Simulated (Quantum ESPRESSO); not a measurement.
The system is MgS (Niningerite).

```
S Mg
1.0
     0.00000    2.60165    2.60165
     2.60165    0.00000    2.60165
     2.60165    2.60165    0.00000
S Mg
1 1
Direct
  0.50000 0.50000 0.50000
  0.00000 0.00000 0.00000
```

Program: Quantum ESPRESSO 7.5. Alike in all runs: task single point; no spin polarisation; cell as given; smearing fixed.

**Question.** Order these runs on this cell by their band gap on the k mesh, lowest first.
A. level LDA; potentials or basis PseudoDojo 0.4.1 SR LDA standard; k mesh 6 × 6 × 6; cutoff (eV) 1143; k mesh of the self-consistent run 10 × 10 × 10; form of the LDA PW92
B. level PBE; potentials or basis SPMS 1.0 PBE; k mesh 5 × 5 × 5; cutoff (eV) 762
C. level PBE; potentials or basis PseudoDojo 0.4.1 SR PBE standard; k mesh 20 × 20 × 20; cutoff (eV) 1143; k mesh of the self-consistent run 20 × 20 × 20

**Answer.** A (2.56 eV), C (2.79 eV), B (3.19 eV).

Caveats: a mesh with odd counts misses the zone's faces, so its gaps can be larger than the crystal's (some runs); an odd mesh through Γ misses points on the zone boundary, where band edges often lie (some runs).

Not every run made on this cell is shown here.
